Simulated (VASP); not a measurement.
**VASP 6.6.1 run: MgH₂**

INCAR

```
NSW = 40
LCHARG = .FALSE.
ISIF = 6
ISYM = 3
IBRION = 2
GGA = PE
SIGMA = 0.02
LWAVE = .FALSE.
ISMEAR = -1
EDIFF = 1E-7
EDIFFG = 0.0001
NBANDS = 9
ENCUT = 600
PREC = Accurate
NELM = 95
LREAL = .FALSE.
LASPH = .TRUE.
```

KPOINTS

```
KPOINTS created by Atomic Simulation Environment
0
Gamma
10 10 10
0 0 0
```

POSCAR

```
Mg H
 1.0000000000000000
     0.0000000000000000    2.0969653454000001    2.0969653454000001
     2.0969653454000001    0.0000000000000000    2.0969653454000001
     2.0969653454000001    2.0969653454000001    0.0000000000000000
 Mg  H
   1   2
Cartesian
  0.0000000000000000  0.0000000000000000  0.0000000000000000
  1.0484826727000001  1.0484826727000001  1.0484826727000001
  3.1454480181000002  3.1454480181000002  3.1454480181000002
```

The recommended PBE PAW datasets give the neutral cell 4 valence electrons.

Command

```
mpirun -np 1 vasp_std
```

OSZICAR

```
N       E                     dE             d eps       ncg     rms          rms(c)
DAV:   1    -0.223054664832E+01   -0.22305E+01   -0.20806E+03   894   0.390E+02
DAV:   2    -0.825951880212E+01   -0.60290E+01   -0.55941E+01  1098   0.467E+01
DAV:   3    -0.835614336186E+01   -0.96625E-01   -0.96536E-01  1070   0.576E+00
DAV:   4    -0.835627311819E+01   -0.12976E-03   -0.12975E-03  1145   0.175E-01
DAV:   5    -0.835627361263E+01   -0.49444E-06   -0.49412E-06  1073   0.783E-03
```

Standard output (part)

```
POSCAR found type information on POSCAR MgH
 POSCAR found :  2 types and       3 ions
 LDA part: xc-table for (Slater+PW92), standard interpolation
 POSCAR, INCAR and KPOINTS ok, starting setup
 WAVECAR not read
 entering main loop
|                     _     ____    _    _    _____     _                     |
|                    | |   | |_) | | |  | | | |  __    | |                    |
|                    |_|   |  _ <  | |  | | | | |_ |   |_|                    |
|                     _    | |_) | | |__| | | |__| |    _                     |
|     internal error in CHECK_FULL_KPOINTS: KPOINTS_FULL not properly         |
|     initialised                                                             |
|     If you are not a developer, you should not encounter this problem.      |
|     Please submit a bug report.                                             |
```

VASP stopped with an error.

The run took about 3 s on one core of a shared host (Intel Xeon Platinum 8488C) and held 0.12 GiB at most.
